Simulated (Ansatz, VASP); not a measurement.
One calculation of HPb4, two programs

```
H Pb
1.0
     5.41293    0.00000    0.00000
    -2.70646    4.68773    0.00000
     0.00000    0.00000    6.37341
H Pb
1 4
Direct
  0.00000 0.00000 0.50000
  0.33333 0.66667 0.74477
  0.33333 0.66667 0.25523
  0.66667 0.33333 0.25523
  0.66667 0.33333 0.74477
```

Alike in both runs: functional PBE; k mesh 6 × 6 × 4; occupations gaussian, width 0.1 eV; no spin polarisation.

Ansatz relaxed the structure, and its values are those at the end. VASP's run is a single point on that final structure, the one shown.

|  | VASP | Ansatz |
| --- | --- | --- |
| version | VASP 6.6.1 | Ansatz 0.2.0 |
| potentials or method | VASP PAW PBE potentials, release 64 (H, Pb_d) | scalar-relativistic, plane waves, PAW |
| plane-wave cutoff (eV) | 520 | 420 |
| valence electrons in the cell | 57 | 57 |

```csv
,VASP,Ansatz,Ansatz less VASP
gap on the k mesh at the Fermi level (eV),none,none,-
pressure (GPa),-0.1,0.0,+0.06
rms of the force components (eV/Å),0.011,0.011,0.0000
```

A gap of «none» marks a metal or a gap that the smearing closes.

The runs have no spin-orbit coupling, so splittings on Pb are missing.
